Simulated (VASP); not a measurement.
Wanted: the native input for a VASP 6.6.1 run.

- Task: single point
- Functional: PBE
- Potentials or basis: VASP PAW PBE potentials, release 64 (Mo_sv)
- Cutoff: 520 eV
- k mesh: 12 × 12 × 12
- Occupations: gaussian, width 0.1 eV
- Spin: no spin polarisation
- Further INCAR settings: ALGO = Normal; EDIFF = 1e-07

The structure of Mo lies in POSCAR:

```
Mo                                      
1.0
   -1.6120672750      1.6120672750      1.6120672750
    1.6120672750     -1.6120672750      1.6120672750
    1.6120672750      1.6120672750     -1.6120672750
  Mo            
     1
Direct
     0.0000000000000000    0.0000000000000000    0.0000000000000000
```

The cell isn't the ideal one: a relaxed cell with its volume scaled by 1.06.

The input as run:

INCAR

```
ALGO = Normal
EDIFF = 1E-7
ENCUT = 520
GGA = PE
ISIF = 2
ISMEAR = 0
LASPH = True
LCHARG = False
LREAL = False
LWAVE = False
NELM = 80
PREC = Accurate
SIGMA = 0.1
```

KPOINTS

```
k-points
0
Gamma
  12 12 12
```

Potentials or basis: VASP PAW PBE potentials, release 64 (Mo_sv).

Command:

```sh
$ cat potpaw_PBE.64/Mo_sv/POTCAR > POTCAR
$ mpirun -np 1 vasp_std > vasp.out
```

Results of the run:

The pressure is -13.5 GPa. The band gap on the k mesh is none (metal or under the smearing width).

Run time: 5 s on 1 thread of Intel(R) Xeon(R) 6975P-C (Granite Rapids), with other jobs on the host, peak memory 0.14 GiB.
